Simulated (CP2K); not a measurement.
**Cu under changes of volume**

One of the cells (11.458 Å³/atom); the others are scaled copies at fixed shape and fractional positions:

```
Cu
1.0
     2.46108    0.00000    0.00000
    -0.92224    2.28175    0.00000
    -0.76942   -1.14087    2.04042
Cu
1
Direct
  0.00000 0.00000 0.00000
```

This isn't the form of Cu at room conditions, which is fcc.

| Quantity | Value |
| --- | --- |
| Program | CP2K 2026.2 |
| Functional | PBEsol |
| Potentials or basis | POTENTIAL_UZH Cu GTH-PBE-q11; TZVP-MOLOPT-PBE-GTH basis |
| Density cutoff | 6123 eV |
| k mesh | 13 × 13 × 13 |
| Occupations | fermi-dirac, width 0.05 eV |
| Spin | no spin polarisation |

| volume (Å³/atom) | energy over the lowest point (meV/atom) | pressure (GPa) |
| --- | --- | --- |
| 10.771 | 27.68 | 13.1 |
| 11.000 | 12.39 | 8.4 |
| 11.229 | 3.40 | 4.3 |
| 11.458 | 0.00 | 0.6 |
| 11.687 | 1.57 | -2.7 |
| 11.916 | ? | ? |
| 12.146 | 14.17 | -7.8 |

Task: What does the run at 11.916 Å³/atom give?

Result: Energy over the lowest point 7.56 meV/atom; pressure -5.6 GPa.

Worked out: A Birch-Murnaghan fit of order 3 (a polynomial in V^(-2/3)) to the other rows has its minimum at 11.50 Å³/atom with B0 = V·E''(V) = 152 GPa (rough, since the energies scatter) at fixed shape and positions, which overstates the stiffness. It gives 6.32 meV/atom at 11.916 Å³/atom, against the run's 7.56, and -dE/dV = -4.5 GPa, against -5.6.

Energies are extrapolated to zero smearing.

Caveats: the potentials were made for another functional, which shifts forces and pressure; the basis of atomic orbitals isn't converged, which shifts pressures, moduli and gaps.
